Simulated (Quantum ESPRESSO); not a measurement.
# Ir (Fm-3m) in Quantum ESPRESSO: further runs, part 2 of 2

Quantum ESPRESSO 7.5. The steps go on from the part before.

## Step 3: Energy-loss spectrum, LDA

File pw.in:

```
&CONTROL
  calculation = 'scf'
  prefix = 'pwscf'
  outdir = './tmp'
  pseudo_dir = './pseudo'
  tprnfor = .true.
  tstress = .true.
  disk_io = 'low'
/
&SYSTEM
  ibrav = 0
  nat = 1
  ntyp = 1
  ecutwfc = 56
  nbnd = 15
  occupations = 'smearing'
  smearing = 'gaussian'
  degauss = 0.00999582
/
&ELECTRONS
  conv_thr = 2d-10
  electron_maxstep = 120
  mixing_beta = 0.5
/
ATOMIC_SPECIES
Ir   192.2170 Ir.upf
CELL_PARAMETERS angstrom
   0.0000000000    1.9156000000    1.9156000000
   1.9156000000    0.0000000000    1.9156000000
   1.9156000000    1.9156000000    0.0000000000
ATOMIC_POSITIONS crystal
Ir     0.0000000000    0.0000000000    0.0000000000
K_POINTS automatic
10 10 10 0 0 0
```

File scf2.in:

```
&CONTROL
  calculation = 'scf'
  prefix = 'pwscf'
  outdir = './tmp'
  pseudo_dir = './pseudo'
  tprnfor = .true.
  tstress = .true.
  disk_io = 'low'
/
&SYSTEM
  ibrav = 0
  nat = 1
  ntyp = 1
  ecutwfc = 56
  nbnd = 15
  occupations = 'smearing'
  smearing = 'gaussian'
  degauss = 0.00999582
/
&ELECTRONS
  conv_thr = 1d-11
  electron_maxstep = 120
  mixing_beta = 0.5
  startingpot = 'file'
  startingwfc = 'file'
/
ATOMIC_SPECIES
Ir   192.2170 Ir.upf
CELL_PARAMETERS angstrom
   0.0000000000    1.9156000000    1.9156000000
   1.9156000000    0.0000000000    1.9156000000
   1.9156000000    1.9156000000    0.0000000000
ATOMIC_POSITIONS crystal
Ir     0.0000000000    0.0000000000    0.0000000000
K_POINTS automatic
10 10 10 0 0 0
```

File eels.in:

```
&LR_INPUT
  prefix = 'pwscf'
  outdir = './tmp'
  restart_step = 5000
  restart = .false.
/
&LR_CONTROL
  calculator = 'lanczos'
  approximation = 'RPA_with_CLFE'
  q1 = 0
  q2 = 0
  q3 = 0.5173937806
  itermax = 600
/
```

File spectrum.in:

```
&LR_INPUT
  prefix = 'pwscf'
  outdir = './tmp'
  eels = .true.
  itermax0 = 600
  itermax = 20000
  extrapolation = 'osc'
  epsil = 0.03
  units = 1
  start = 0
  end = 40
  increment = 0.2
/
```

File spectrum_short.in:

```
&LR_INPUT
  prefix = 'pwscf'
  outdir = './tmp'
  eels = .true.
  itermax0 = 400
  itermax = 20000
  extrapolation = 'osc'
  epsil = 0.03
  units = 1
  start = 0
  end = 40
  increment = 0.2
/
```

Potentials or basis: PseudoDojo 0.4.1 SR LDA standard.

Run with:

```bash
OMP_NUM_THREADS=1 pw.x -in pw.in > pw.out
OMP_NUM_THREADS=1 pw.x -in scf2.in > scf2.out
OMP_NUM_THREADS=1 turbo_eels.x -in eels.in > eels.out
OMP_NUM_THREADS=1 turbo_spectrum.x -in spectrum.in > spectrum.out
OMP_NUM_THREADS=1 turbo_spectrum.x -in spectrum_short.in > spectrum_short.out
```

pw.out:

```text
This program is part of the open-source Quantum ESPRESSO suite
     for quantum simulation of materials; please cite
         "P. Giannozzi et al., J. Phys.:Condens. Matter 21 395502 (2009);
         "P. Giannozzi et al., J. Phys.:Condens. Matter 29 465901 (2017);
         "P. Giannozzi et al., J. Chem. Phys. 152 154105 (2020);
     in publications or presentations arising from this work. More details at

     Message from routine setup:
     using ibrav=0 with symmetry is DISCOURAGED, use correct ibrav instead

     G-vector sticks info
     --------------------
     sticks:   dense  smooth     PW     G-vecs:    dense   smooth      PW
     Sum         409     409    127                 5329     5329     965

     Using Slab Decomposition

     bravais-lattice index     =            0
     lattice parameter (alat)  =       5.1194  a.u.
     unit-cell volume          =      94.8727 (a.u.)^3
     number of atoms/cell      =            1
     number of atomic types    =            1
     number of electrons       =        17.00
     number of Kohn-Sham states=           15
     kinetic-energy cutoff     =      56.0000  Ry
     charge density cutoff     =     224.0000  Ry
     scf convergence threshold =      2.0E-10
     mixing beta               =       0.5000
     number of iterations used =            8  plain     mixing
     Exchange-correlation= SLA  PW   NOGX NOGC
                           (   1   4   0   0   0   0   0)

     celldm(1)=   5.119396  celldm(2)=   0.000000  celldm(3)=   0.000000
     celldm(4)=   0.000000  celldm(5)=   0.000000  celldm(6)=   0.000000

     crystal axes: (cart. coord. in units of alat)
               a(1) = (   0.000000   0.707107   0.707107 )
               a(2) = (   0.707107   0.000000   0.707107 )
               a(3) = (   0.707107   0.707107   0.000000 )

     reciprocal axes: (cart. coord. in units 2 pi/alat)
               b(1) = ( -0.707107  0.707107  0.707107 )
               b(2) = (  0.707107 -0.707107  0.707107 )
               b(3) = (  0.707107  0.707107 -0.707107 )

     PseudoPot. # 1 for Ir read from file:
     Ir.upf
     Pseudo is Norm-conserving + core correction, Zval = 17.0
     Generated using ONCVPSP code by D. R. Hamann
     Using radial grid of 1296 points,  8 beta functions with:
                l(1) =   0
                l(2) =   0
                l(3) =   1
                l(4) =   1
                l(5) =   2
                l(6) =   2
                l(7) =   3
                l(8) =   3

     atomic species   valence    mass     pseudopotential
     Ir               17.00   192.21700     Ir( 1.00)

     48 Sym. Ops., with inversion, found

   Cartesian axes

     site n.     atom                  positions (alat units)
         1        Ir     tau(   1) = (   0.0000000   0.0000000   0.0000000  )

     number of k points=    47  Gaussian smearing, width (Ry)=  0.0100
                       cart. coord. in units 2pi/alat
        k(    1) = (   0.0000000   0.0000000   0.0000000), wk =   0.0020000
        k(    2) = (   0.0707107   0.0707107  -0.0707107), wk =   0.0160000
        k(    3) = (   0.1414214   0.1414214  -0.1414214), wk =   0.0160000
        k(    4) = (   0.2121320   0.2121320  -0.2121320), wk =   0.0160000
        k(    5) = (   0.2828427   0.2828427  -0.2828427), wk =   0.0160000
        k(    6) = (  -0.3535534  -0.3535534   0.3535534), wk =   0.0080000
[... 39 lines left out ...]
        k(   46) = (  -0.0707107  -0.3535534   0.6363961), wk =   0.0480000
        k(   47) = (  -0.7071068   0.2828427   0.0000000), wk =   0.0240000

     Dense  grid:     5329 G-vectors     FFT dimensions: (  25,  25,  25)

     Initial potential from superposition of free atoms

     starting charge      16.9999, renormalised to      17.0000
     Starting wfcs are   10 randomized atomic wfcs +    5 random wfcs

     Self-consistent Calculation

     iteration #  1     ecut=    56.00 Ry     beta= 0.50
     Davidson diagonalization with overlap
     ethr =  1.00E-02,  avg # of iterations =  4.1

     Threshold (ethr) on eigenvalues was too large:
     Diagonalizing with lowered threshold

     Davidson diagonalization with overlap
     ethr =  1.05E-04,  avg # of iterations =  2.6

     total energy              =    -229.92027813 Ry
     estimated scf accuracy    <       0.01800878 Ry

     iteration #  2     ecut=    56.00 Ry     beta= 0.50
     Davidson diagonalization with overlap
     ethr =  1.06E-04,  avg # of iterations =  2.0

     total energy              =    -229.92367350 Ry
     estimated scf accuracy    <       0.00058303 Ry

     iteration #  3     ecut=    56.00 Ry     beta= 0.50
     Davidson diagonalization with overlap
     ethr =  3.43E-06,  avg # of iterations =  2.6

     total energy              =    -229.92367510 Ry
     estimated scf accuracy    <       0.00012403 Ry
[... 12 lines left out ...]
     total energy              =    -229.92367931 Ry
     estimated scf accuracy    <       0.00000013 Ry

     iteration #  6     ecut=    56.00 Ry     beta= 0.50
     Davidson diagonalization with overlap
     ethr =  7.43E-10,  avg # of iterations =  1.8

     total energy              =    -229.92367933 Ry
     estimated scf accuracy    <          1.4E-09 Ry

     iteration #  7     ecut=    56.00 Ry     beta= 0.50
     Davidson diagonalization with overlap
     ethr =  8.13E-12,  avg # of iterations =  2.0

     End of self-consistent calculation

          k = 0.0000 0.0000 0.0000 (   645 PWs)   bands (ev):

   -67.3763 -23.6964 -23.6964 -23.6964  14.5006  21.7787  21.7787  21.7787
    24.5339  24.5339  39.3618  44.8650  44.8650  44.8650  50.5028

          k = 0.0707 0.0707-0.0707 (   661 PWs)   bands (ev):

   -67.3702 -23.7767 -23.7075 -23.7075  14.9431  21.5550  21.9607  21.9607
    24.4226  24.4226  40.1133  43.1855  45.6091  45.6091  52.5038

          k = 0.1414 0.1414-0.1414 (   661 PWs)   bands (ev):

   -67.3535 -23.9827 -23.7362 -23.7362  16.0907  21.2121  22.2424  22.2424
    24.4312  24.4312  40.4620  41.8368  47.6513  47.6513  50.5214

          k = 0.2121 0.2121-0.2121 (   664 PWs)   bands (ev):

   -67.3327 -24.2314 -23.7713 -23.7713  17.2078  21.6775  22.1159  22.1159
    25.1483  25.1483  37.8756  41.4367  48.8326  48.8326  49.9366
[... 118 lines left out ...]
   -67.2960 -24.3893 -23.9676 -23.9676  17.9719  18.5580  25.3740  26.3195
    26.3195  26.4030  38.6906  38.6906  39.0727  46.2779  49.7198

          k =-0.0707-0.6364 0.6364 (   672 PWs)   bands (ev):

   -67.2895 -24.4211 -24.0207 -23.9782  18.0218  18.5810  24.9043  26.0294
    27.0156  29.0482  35.4535  38.2809  38.3116  47.4722  50.5530

          k = 0.0000-0.5657 0.5657 (   678 PWs)   bands (ev):

   -67.2882 -24.3726 -24.1173 -23.9551  18.4271  19.2181  23.5242  25.3299
    26.6356  32.1553  32.8634  37.5449  39.8558  47.4221  52.0918

          k =-0.7071 0.0000 0.0000 (   692 PWs)   bands (ev):

   -67.2877 -24.4575 -23.9959 -23.9959  17.7411  18.2998  26.6348  27.2179
    27.2179  27.3995  36.2398  37.1991  37.1991  47.0937  51.0490

          k = 0.2828 0.1414 0.0000 (   668 PWs)   bands (ev):

   -67.3403 -24.0582 -23.8359 -23.7672  17.0888  20.4564  22.2108  23.1088
    23.6242  25.5532  41.0266  43.1823  44.9930  46.0440  50.5453

          k = 0.3536 0.2121-0.0707 (   666 PWs)   bands (ev):

   -67.3221 -24.2315 -23.9050 -23.8012  18.2501  20.5139  21.5585  23.1273
    24.5675  26.8668  38.5184  42.3836  43.6378  46.6629  50.6200

          k =-0.2828-0.4243 0.5657 (   671 PWs)   bands (ev):

   -67.3075 -24.3756 -23.9453 -23.8381  18.5627  20.9920  21.7406  22.8227
    25.8961  28.4497  34.8929  41.2353  42.6226  46.2136  51.2639

          k =-0.2121-0.3536 0.4950 (   676 PWs)   bands (ev):

   -67.3019 -24.4309 -23.9576 -23.8545  18.5503  20.7944  22.6178  22.6332
    26.3989  29.8975  32.4868  40.8549  42.6873  44.6581  53.3184
[... 28 lines left out ...]
   -67.2950 -24.3685 -24.0112 -23.9607  18.4440  18.9398  23.2122  25.7258
    26.3149  28.7065  36.6184  38.3912  40.3501  47.9630  49.3934

          k =-0.0707-0.4950 0.6364 (   677 PWs)   bands (ev):

   -67.2895 -24.3536 -24.1048 -23.9687  18.7539  19.4152  22.6666  24.9415
    26.8219  31.5685  33.8543  37.7425  39.6906  48.1984  51.4199

          k = 0.0000-0.4243 0.5657 (   676 PWs)   bands (ev):

   -67.2903 -24.2626 -24.2201 -23.9360  19.2788  20.1450  21.7158  24.1923
    26.3478  31.6000  34.8852  36.6392  41.1305  47.1813  51.4010

          k =-0.7071 0.1414 0.0000 (   670 PWs)   bands (ev):

   -67.2873 -24.4142 -24.0408 -23.9984  18.1921  18.7108  24.3493  25.8229
    27.2199  30.4852  34.7567  36.9312  38.5342  48.6893  50.5007

          k =-0.1414-0.4243 0.7071 (   668 PWs)   bands (ev):

   -67.2928 -24.3092 -24.1244 -23.9450  19.5373  20.0427  21.0775  24.4459
    26.3083  30.7454  35.7631  37.1751  40.7826  48.6572  49.6136

          k =-0.0707-0.3536 0.6364 (   684 PWs)   bands (ev):

   -67.2896 -24.2725 -24.1905 -23.9687  19.5956  20.3944  21.0029  23.9774
    26.7600  32.6489  33.8274  37.0979  39.9268  48.5158  50.8420

          k =-0.7071 0.2828 0.0000 (   682 PWs)   bands (ev):

   -67.2874 -24.3008 -24.1581 -24.0029  19.1820  19.9151  21.8336  24.2301
    27.2231  33.5048  33.9121  35.7964  39.0925  50.1760  51.3403

     the Fermi energy is    25.7988 ev

!    total energy              =    -229.92367933 Ry
     estimated scf accuracy    <          1.4E-10 Ry
     smearing contrib. (-TS)   =      -0.00073697 Ry
     internal energy E=F+TS    =    -229.92294236 Ry

     The total energy is F=E-TS. E is the sum of the following terms:
     one-electron contribution =     -33.43965633 Ry
     hartree contribution      =      29.15503393 Ry
     xc contribution           =     -42.62174344 Ry
     ewald contribution        =    -183.01657651 Ry

     convergence has been achieved in   7 iterations

     Forces acting on atoms (cartesian axes, Ry/au):

     atom    1 type  1   force =     0.00000000    0.00000000    0.00000000

     Total force =     0.000000     Total SCF correction =     0.000000

     Computing stress (Cartesian axis) and pressure

          total   stress  (Ry/bohr**3)                   (kbar)     P=      -81.27
  -0.00055248   0.00000000   0.00000000          -81.27        0.00        0.00
   0.00000000  -0.00055248  -0.00000000            0.00      -81.27       -0.00
   0.00000000  -0.00000000  -0.00055248            0.00       -0.00      -81.27

=------------------------------------------------------------------------------=
   JOB DONE.
=------------------------------------------------------------------------------=
```

Wall time 8.1 min (1 thread of Arm Neoverse V1, shared host); peak memory 0.33 GiB.

What came out:

| Property | Result |
| --- | --- |
| Free energy | -3128.2710 eV |
| Pressure | -8.1 GPa |
| Band gap on the k mesh | none (metal or under the smearing width) |
| Peak of the energy-loss function | 36.8 eV |

Levels at points of the mesh, in eV from the Fermi level:
| k point | band 5 | band 6 | band 7 | band 8 | band 9 | band 10 | band 11 | band 12 |
| --- | --- | --- | --- | --- | --- | --- | --- | --- |
| (0.00, 0.00, 0.00) | -11.30 | -4.02 | -4.02 | -4.02 | -1.26 | -1.26 | 13.56 | 19.07 |
| (0.00, 0.00, -0.50) | -8.27 | -4.11 | -4.11 | -0.85 | 0.85 | 0.85 | 7.19 | 13.23 |
| (0.00, -0.50, -0.50) | -8.06 | -7.50 | 0.84 | 1.42 | 1.42 | 1.60 | 10.44 | 11.40 |

Energy-loss function at q = [0.0, 0.0, 1.2] (Å⁻¹, cartesian):
```
energy (eV)   loss
        0.0  0.000
        1.8  0.007
        3.4  0.045
        5.2  0.063
        7.0  0.117
        8.6  0.151
       10.4  0.215
       12.2  0.180
       13.8  0.169
       15.6  0.237
       17.4  0.258
       19.0  0.278
       20.8  0.322
       22.4  0.395
       24.2  0.604
       26.0  0.676
       27.6  0.714
       29.4  0.799
       31.2  0.978
       32.8  1.038
       34.6  0.952
       36.4  1.102
       38.0  1.017
       39.8  0.865
```

The run has no spin-orbit coupling, so splittings on Ir are missing.
